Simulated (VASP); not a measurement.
# Mo (Im-3m) in VASP: a series of runs

The runs below take Mo through single point, with PBE.

Program: VASP 6.6.1. These are calculated values, not measurements. Logs are shortened: lines on timing, memory, paths and dates and some standing lists are left out, and cuts for length are marked.

## Step 1: Starting point

Symmetry: Im-3m, No. 229, cubic system. Conventional cell: a = 3.168 Å, b = 3.168 Å, c = 3.168 Å, α = 90.00°, β = 90.00°, γ = 90.00°. Mo (site symmetry m-3m) is surrounded by 8 Mo at 2.74 Å.

## Step 2: Single point, PBE

Contents of INCAR:

```
ADDGRID = F
ALGO = Normal
EDIFF = 1E-7
ENCUT = 450
GGA = PE
ISIF = 2
ISMEAR = -1
LASPH = T
LCHARG = F
LREAL = F
LWAVE = F
NBANDS = 13
NELM = 100
PREC = Accurate
SIGMA = 0.2
```

Contents of KPOINTS:

```
k-points
0
Gamma
  15 15 15
```

Contents of POSCAR:

```
Mo
1.0
   -1.6018940000      1.6123050000      1.5868230000
    1.5840600000     -1.5829550000      1.5396390000
    1.5998790000      1.5809390000     -1.5574730000
Mo
1
Direct
   -0.0100820000     -0.0008690000      0.0196120000
```

Potentials or basis: VASP PAW PBE potentials, release 64 (Mo_sv).

Started as:

```
$ cat potpaw_PBE.64/Mo_sv/POTCAR > POTCAR
$ mpirun -np 1 vasp_std > vasp.out
```

OUTCAR:

```text
EDIFF = 1E-7
   ENCUT = 450
   GGA = PE
   ISIF = 2
   ISMEAR = -1
   LASPH = T
   LREAL = F
   NELM = 100
   PREC = Accurate

 Found   1688 irreducible k-points:

 Following reciprocal coordinates:
            Coordinates               Weight
  0.000000  0.000000  0.000000      1.000000
  0.066667  0.000000  0.000000      2.000000
  0.133333  0.000000  0.000000      2.000000
  0.200000  0.000000  0.000000      2.000000
  0.266667  0.000000  0.000000      2.000000
  0.333333  0.000000  0.000000      2.000000
   k-points           NKPTS =   1688   k-points in BZ     NKDIM =   1688   number of bands    NBANDS=     13
   number of dos      NEDOS =    301   number of ions     NIONS =      1
   total plane-waves  NPLWV =   8000
   dimension x,y,z NGX =    20 NGY =   20 NGZ =   20
   dimension x,y,z NGXF=    40 NGYF=   40 NGZF=   40
   ions per type =               1
   NGX,Y,Z   is equivalent  to a cutoff of  11.99, 12.23, 12.15 a.u.
   NGXF,Y,Z  is equivalent  to a cutoff of  23.99, 24.47, 24.31 a.u.
 SYSTEM =  unknown system
   PREC   = accura    normal or accurate (medium, high low for compatibility)
   ISTART =      0    job   : 0-new  1-cont  2-samecut
   ICHARG =      2    charge: 1-file 2-atom 10-const
   ISPIN  =      1    spin polarized calculation?
   LNONCOLLINEAR =      F non collinear calculations
   LSORBIT =      F    spin-orbit coupling
   LASPH  =      T    aspherical Exc in radial PAW
   ENCUT  =  450.0 eV  33.07 Ry    5.75 a.u.   4.79  4.70  4.73*2*pi/ulx,y,z
   NELM   =    100;   NELMIN=  2; NELMDL= -5     # of ELM steps
   EDIFF  = 0.1E-06   stopping-criterion for ELM
   LREAL  =      F    real-space projection
   EDIFFG = 0.1E-05   stopping-criterion for IOM
   NSW    =      0    number of steps for IOM
   IBRION =     -1    ionic relax: 0-MD 1-quasi-New 2-CG
   NFREE  =      0    steps in history (QN), initial steepest desc. (CG)
   ISIF   =      2    stress and relaxation
   ISYM   =      2    0-nonsym 1-usesym 2-fastsym
   POTIM  = 0.5000    time-step for ionic-motion
   TEBEG  =    0.0;   TEEND  =   0.0 temperature during run
   PSTRESS=    0.0 pullay stress
   NELECT =      14.0000    total number of electrons
   NUPDOWN=      -1.0000    fix difference up-down
   EMIN   =  10.00;   EMAX   =-10.00  energy-range for DOS
   EFERMI =   0.00;   METHOD = LEGACY
   ISMEAR =    -1;   SIGMA  =   0.20  broadening in eV -4-tet -1-fermi 0-gaus
   EFERMI_NEDOS =   21; number of points for ismear=-14 and -15
   IALGO  =     38    algorithm
   IMIX   =      4    mixing-type and parameters
     AMIX     =   0.40;   BMIX     =  1.00
     AMIX_MAG =   1.60;   BMIX_MAG =  1.00
  volume/ion in A,a.u.               =      15.89       107.24
  Fermi-wavevector in a.u.,A,eV,Ry     =   1.569380  2.965697 33.510502  2.462952
  Thomas-Fermi vector in A             =   2.671271
   LORBIT       =      0    0 simple, 1 ext, 2 COOP (PROOUT), +10 PAW based schemes
   GGA     = PE    functional components
   LHFCALC =     F    Hartree Fock is set to
   AEXX    =    0.0000 exact exchange contribution
   IVDW    =     0    specifies the selected vdW correction
   LEPSILON=     F    determine dielectric tensor
   LRPA    =     F    only Hartree local field effects (RPA)
 non-spin polarized calculation
  energy-cutoff  :      450.00
  volume of cell :       15.89
 maximum number of plane-waves:       366
   NGX =  9   NGY =  9   NGZ =  9

 number of electron      13.9999999 magnetization

 Free energy of the ion-electron system (eV)
  ---------------------------------------------------
  ext. energy  EPLUGINS =         0.00000000
  ---------------------------------------------------
  free energy    TOTEN  =       -10.97163255 eV

  energy without entropy =      -10.87847617  energy(sigma->0) =      -10.92505436

 E-fermi :  12.2870     XC(G=0): -13.2957

 val. band max:       12.2867796650   @ k =   0.1333  -0.2667   0.2667
 cond. band min:      12.2870827725   @ k =   0.2000  -0.2000   0.3333
 fundamental gap:      0.0003031076
 Fermi energy:        12.2870464507

 k-point     1 :       0.0000    0.0000    0.0000
  band No.  band energies     occupation
      1     -48.9365      2.00000
      2     -22.2700      2.00000
      3     -22.2421      2.00000
      4     -22.2096      2.00000
      5       5.1501      2.00000
      6      10.7676      1.99900
      7      11.0557      1.99577
      8      11.1845      1.99196
      9      13.8262      0.00091
     10      14.1204      0.00021
     11      26.9257      0.00000
     12      27.0283      0.00000
     13      27.4757      0.00000

 k-point     2 :       0.0667    0.0000    0.0000
  band No.  band energies     occupation
      1     -48.9265      2.00000
      2     -22.3260      2.00000
      3     -22.2612      2.00000
      4     -22.2125      2.00000
      5       5.3406      2.00000
      6      10.6923      1.99931
      7      11.0199      1.99646
      8      11.3286      1.98355
      9      13.7896      0.00109
     10      14.0401      0.00031
     11      27.2418      0.00000
     12      27.3303      0.00000
     13      27.6533      0.00000

 k-point     3 :       0.1333    0.0000    0.0000
  band No.  band energies     occupation
      1     -48.8982      2.00000
      2     -22.4901      2.00000
      3     -22.3112      2.00000
      4     -22.2167      2.00000
      5       5.8726      2.00000
      6      10.4349      1.99981
      7      10.8851      1.99820
      8      11.8205      1.82313
      9      13.6382      0.00233
     10      14.0003      0.00038
     11      27.6846      0.00000
     12      28.1647      0.00000
     13      28.3234      0.00000

 k-point     4 :       0.2000    0.0000    0.0000
  band No.  band energies     occupation
      1     -48.8564      2.00000
      2     -22.7282      2.00000
      3     -22.3838      2.00000
      4     -22.2216      2.00000
      5       6.6014      2.00000
      6      10.0615      1.99997
      7      10.7052      1.99927
      8      12.6336      0.30042
      9      13.5683      0.00330
     10      14.0741      0.00026
     11      27.6470      0.00000
     12      28.6021      0.00000
     13      29.7266      0.00000

 k-point     5 :       0.2667    0.0000    0.0000
  band No.  band energies     occupation
      1     -48.8079      2.00000
      2     -22.9951      2.00000
      3     -22.4662      2.00000
      4     -22.2268      2.00000
      5       7.2060      2.00000
      6       9.6636      2.00000
      7      10.8104      1.99876
      8      13.6885      0.00181
      9      13.6986      0.00172
     10      14.2247      0.00012
     11      26.9140      0.00000
     12      27.9242      0.00000
     13      31.5533      0.00000

 k-point     6 :       0.3333    0.0000    0.0000
  band No.  band energies     occupation
      1     -48.7611      2.00000
      2     -23.2436      2.00000
      3     -22.5439      2.00000
      4     -22.2317      2.00000
      5       7.3685      2.00000
      6       9.3120      2.00000
      7      11.5507      1.95087
      8      13.9184      0.00057
      9      14.4282      0.00004
     10      14.8960      0.00000
     11      25.8453      0.00000
     12      26.4243      0.00000
     13      32.8581      0.00000

 [... further k-points ...]

------------------------ aborting loop because EDIFF is reached ----------------------------------------

  FORCE on cell =-STRESS in cart. coord.  units (eV):
  Direction    XX          YY          ZZ          XY          YZ          ZX
  --------------------------------------------------------------------------------------
  -------------------------------------------------------------------------------------
  Total       -0.2263722     -0.3066922      0.2847662      0.0061508     -0.1750406      0.1057550
  in kB      -22.8226023    -30.9203787     28.7098199      0.6201174    -17.6474078     10.6621082
  external PRESSURE =      -8.3443870 kB  Pullay stress =       0.0000000 kB

 VOLUME and BASIS-vectors are now :
 -----------------------------------------------------------------------------
  energy-cutoff  :      450.00
  volume of cell :       15.89
      direct lattice vectors                 reciprocal lattice vectors
    -1.601894000  1.612305000  1.586823000     0.001971750  0.310249238  0.316949110
     1.584060000 -1.582955000  1.539639000     0.315876418 -0.002757309  0.321678072
     1.599879000  1.580939000 -1.557473000     0.314268351  0.313370033 -0.001149142

 POSITION                                       TOTAL-FORCE (eV/Angst)
 -----------------------------------------------------------------------------------
      0.02832      0.04548      3.07858        -0.000000      0.000000      0.000000
 -----------------------------------------------------------------------------------
    total drift:                                0.000001      0.000000     -0.000005

  FREE ENERGIE OF THE ION-ELECTRON SYSTEM (eV)
  ---------------------------------------------------
  free  energy   TOTEN  =       -10.9716325539 eV

  energy  without entropy=      -10.8784761747  energy(sigma->0) =      -10.92505436
```

Wall time 95 s (1 thread of Intel Xeon 6975P-C (Granite Rapids), shared host); peak memory 0.36 GiB.

The run converged, but some of its settings lie outside the range that counts as converged, so its numbers aren't taken as properties of the crystal.

What came out:

| Item | Value |
| --- | --- |
| Free energy | -10.9716 eV |
| Pressure | -0.8 GPa |
| Band gap on the k mesh | none (metal or under the smearing width) |

## Step 3: Single point, PBE

INCAR, as its differences from that of step 2:

```diff
@@ -3,6 +3,6 @@
 EDIFF = 1E-7
-ENCUT = 450
+ENCUT = 900
 GGA = PE
 ISIF = 2
-ISMEAR = -1
+ISMEAR = 1
 LASPH = T
```

Contents of KPOINTS:

```
k-points
0
Gamma
  11 11 11
```

Contents of POSCAR:

```
Mo
1.0
   -1.5838089719      1.5838089719      1.5838089719
    1.5838089719     -1.5838089719      1.5838089719
    1.5838089719      1.5838089719     -1.5838089719
Mo
1
Direct
    0.0000000000      0.0000000000      0.0000000000
```

Potentials or basis: VASP PAW PBE potentials, release 64 (Mo_sv).

Started as:

```
$ cat potpaw_PBE.64/Mo_sv/POTCAR > POTCAR
$ mpirun -np 1 vasp_std > vasp.out
```

Wall time 12 s (1 thread of Intel Xeon 6975P-C (Granite Rapids), shared host); peak memory 0.17 GiB.

The run converged, but some of its settings lie outside the range that counts as converged, so its numbers aren't taken as properties of the crystal.

What came out:

```yaml
Free_energy: -10.9124 eV
Pressure: -0.7 GPa
Band_gap_on_the_k_mesh: none (metal or under the smearing width)
```
